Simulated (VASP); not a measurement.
InSb in VASP 6.6.1, single-point calculation

INCAR

```
ENCUT = 520
GGA = PE
LWAVE = .FALSE.
LREAL = .FALSE.
LASPH = .FALSE.
NSW = 0
PREC = Accurate
NELM = 120
EDIFF = 1E-7
NBANDS = 16
SIGMA = 0.05
ISIF = 2
LCHARG = .FALSE.
IBRION = -1
NELECT = 17
ISMEAR = 0
```

KPOINTS

```
KPOINTS created by Atomic Simulation Environment
0
Gamma
6 6 6
0 0 0
```

POSCAR

```
In Sb
 1.0000000000000000
     0.0000000000000000    3.2795130175333780    3.2795130175333780
     3.2795130175333780    0.0000000000000000    3.2795130175333780
     3.2795130175333780    3.2795130175333780    0.0000000000000000
 In  Sb
   1   1
Cartesian
  0.0000000000000000  0.0000000000000000 -0.0000000000000000
  1.6397565087666894  1.6397565087666894  1.6397565087666894
```

The recommended PBE PAW datasets give the neutral cell 18 valence electrons.

Command

```
mpirun -np 1 vasp_std
```

**Question.** How does this run end, and what does it give?

**Answer.** It converged. Results: pressure -19.1 GPa.

OSZICAR

```
N       E                     dE             d eps       ncg     rms          rms(c)
DAV:   1     0.102631863728E+03    0.10263E+03   -0.70399E+03   512   0.100E+03
DAV:   2    -0.351264584458E+01   -0.10614E+03   -0.10238E+03   568   0.266E+02
DAV:   3    -0.104599610966E+02   -0.69473E+01   -0.68892E+01   648   0.709E+01
DAV:   4    -0.106599971921E+02   -0.20004E+00   -0.19999E+00   632   0.138E+01
DAV:   5    -0.106723373771E+02   -0.12340E-01   -0.12340E-01   768   0.292E+00    0.364E+00
DAV:   6    -0.107950303016E+02   -0.12269E+00   -0.38171E-01   624   0.707E+00    0.177E+00
DAV:   7    -0.108015823665E+02   -0.65521E-02   -0.22521E-02   632   0.111E+00    0.560E-01
DAV:   8    -0.108038338047E+02   -0.22514E-02   -0.26103E-03   640   0.363E-01    0.105E-01
DAV:   9    -0.108041893226E+02   -0.35552E-03   -0.37643E-04   600   0.180E-01    0.531E-02
DAV:  10    -0.108042024023E+02   -0.13080E-04   -0.23834E-05   688   0.418E-02    0.164E-02
DAV:  11    -0.108042074979E+02   -0.50957E-05   -0.48105E-06   600   0.214E-02    0.810E-03
DAV:  12    -0.108042093076E+02   -0.18097E-05   -0.21736E-06   616   0.762E-03    0.115E-03
DAV:  13    -0.108042093899E+02   -0.82317E-07   -0.30411E-07   600   0.304E-03
   1 F= -.10804209E+02 E0= -.10802419E+02  d E =-.358094E-02
```

The cell is charged and sits in a uniform background.

For comparison, a separate PBE run of the intended cell, on usual settings and not on those above, gives a gap of 0.00 eV on its mesh and a pressure of 1.4 GPa.
